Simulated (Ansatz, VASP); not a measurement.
**One calculation of CoO, two programs**

Contents of INCAR:

```
SYSTEM = CoO
PREC = Accurate
ENCUT = 520
EDIFF = 1E-7
ISMEAR = 0
SIGMA = 0.1
LREAL = .FALSE.
LASPH = .TRUE.
NELM = 150
ALGO = Normal
ISIF = 2
LWAVE = .FALSE.
LCHARG = .TRUE.
ISPIN = 2
MAGMOM = -3 3 0 0
LORBIT = 11
LMAXMIX = 4
GGA = PE
LELF = .TRUE.
LVHAR = .TRUE.
NBANDS = 27
```

The input KPOINTS:

```
regular mesh
0
G
  6 6 6
  0 0 0
```

POSCAR

```
CoO
1.0
    1.6022198200      0.9250420300      5.1329417200
   -1.6022198200      0.9250420300      5.1329417200
    0.0000000000     -1.8500840700      5.1329417200
Co O
2 2
Direct
    0.9994877600      0.9994877600      0.9994877600
    0.4994905900      0.4994905900      0.4994905900
    0.3754955200      0.3754955200      0.3754955200
    0.8755254700      0.8755254700      0.8755254700
```

Input for Ansatz:

```yaml
crystal:
  lattice:
    - [1.60221982, 0.92504203, 5.13294172]
    - [-1.60221982, 0.92504203, 5.13294172]
    - [0.0, -1.85008407, 5.13294172]
  atoms:
    - { symbol: Co, position: [0.99948776, 0.99948776, 0.99948776], spin: -3.0 }
    - { symbol: Co, position: [0.49949059, 0.49949059, 0.49949059], spin: 3.0 }
    - { symbol: O, position: [0.37549552, 0.37549552, 0.37549552] }
    - { symbol: O, position: [0.87552547, 0.87552547, 0.87552547] }
basis:
  ecutwfc: 420
kpoints:
  mp_grid: { grid: [6, 6, 6] }
hamiltonian:
  xc: pbe
scf:
  occupations: { method: gaussian, width: 0.1 }
output:
  forces: true
  stress: true
  eigenvalues: true
  populations: true
magnetization:
  spin_polarized: true
```

Measurements of this composition are mostly on another form, of space group No. 225.

Alike in both runs: task single point; functional PBE; k mesh 6 × 6 × 6; occupations gaussian, width 0.1 eV; collinear spin.

```csv
,VASP,Ansatz
version,VASP 6.6.1,Ansatz 0.2.0
potentials or method,"VASP PAW PBE potentials, release 64 (Co, O)","scalar-relativistic, plane waves, PAW"
plane-wave cutoff (eV),520,420
valence electrons in the cell,30,46
```

VASP gave:

- gap on the k mesh at the Fermi level (eV): 0.13
- least direct gap on the mesh (eV): 0.39
- pressure (GPa): -0.9
- largest component of the traceless stress (GPa): 1.45
- rms of the force components (eV/Å): 0.076
- net moment per atom (μB): 0.00
- size of the moment on the site where the two differ most (μB): 2.23

Question: Which values does Ansatz return?

Answer: gap on the k mesh at the Fermi level (eV): 0.06; least direct gap on the mesh (eV): 0.35; pressure (GPa): -0.9; largest component of the traceless stress (GPa): 1.56; rms of the force components (eV/Å): 0.078; net moment per atom (μB): 0.00; size of the moment on the site where the two differ most (μB): 2.06.

Site moments also hang on the region over which each program counts them. Atom by atom the forces differ by 0.002 eV/Å (rms over components). With one functional, cell and mesh, what is left measures potentials, basis and numerics. The two sets of potentials don't hold the same shells in valence.

A k mesh can miss the band edges. As with any semilocal functional, this PBE gap is likely too small.
